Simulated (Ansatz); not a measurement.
Runs of Ansatz 0.2.0 on Bi2Te3 (Tellurobismuthite). Symmetry: R-3m, No. 166, trigonal system. The conventional cell has a = 4.386 Å, b = 4.386 Å, c = 30.497 Å, α = 90.00°, β = 90.00°, γ = 120.00°. Around Bi (site symmetry 3m) lie 6 Te at 3.07 to 3.25 Å. Te (site symmetry 3m) has 3 Bi at 3.07 Å as nearest neighbours. Te (site symmetry -3m) is surrounded by 6 Bi at 3.25 Å. 

| task | level | potentials or basis | cell | cutoff (eV) | points for each segment of the path | gap on the mesh (eV) | pressure (GPa) | relaxed volume (Å³/atom) | largest force (eV/Å) |
| --- | --- | --- | --- | --- | --- | --- | --- | --- | --- |
| band structure | RPBE | Ansatz PAW | as given | 420 | 14 | 0.34 | 3.3 | - | 0.04 |
| band structure | LDA | Ansatz PAW | as given | 420 | 14 | 0.21 | (c) | - | (b) |
| relaxation of cell and atoms | PBE | JTH PAW | relaxed | 1800 | - | 0.47 | 0.0 | 36.31 | - |
| band structure | r2SCAN | Ansatz PAW | as given | 500 | 14 | (a) | 1.3 | - | 0.29 |
| relaxation of cell and atoms | PBE | PseudoDojo stringent (PBE files) | relaxed | 1450 | - | 0.51 | 0.0 | 36.51 | - |

Alike in all rows: no spin polarisation; k mesh 7 × 7 × 7; smearing fermi-dirac 0.05 eV.

Task: Fill in the values left out.

Result: (a) 0.52; (b) 0.19; (c) -1.8.

Caveats: spin-orbit coupling is left out, which as a rule narrows the gap of such compounds by several tenths of an eV; the PAW data sets come from PBE, with cores solved anew for the run's functional, which leaves a small shift of forces and pressure (some runs); odd divisions of the mesh miss points on the zone boundary, where band edges often lie, so the gap on the mesh can be too wide (some runs); the plane-wave basis is chosen anew once the cell has moved, so the energies of steps on either side of that aren't comparable (some runs).

A k mesh can miss the band edges, and the runs leave out spin-orbit coupling on Bi, Te.

The runs don't all hold the same shells in valence.
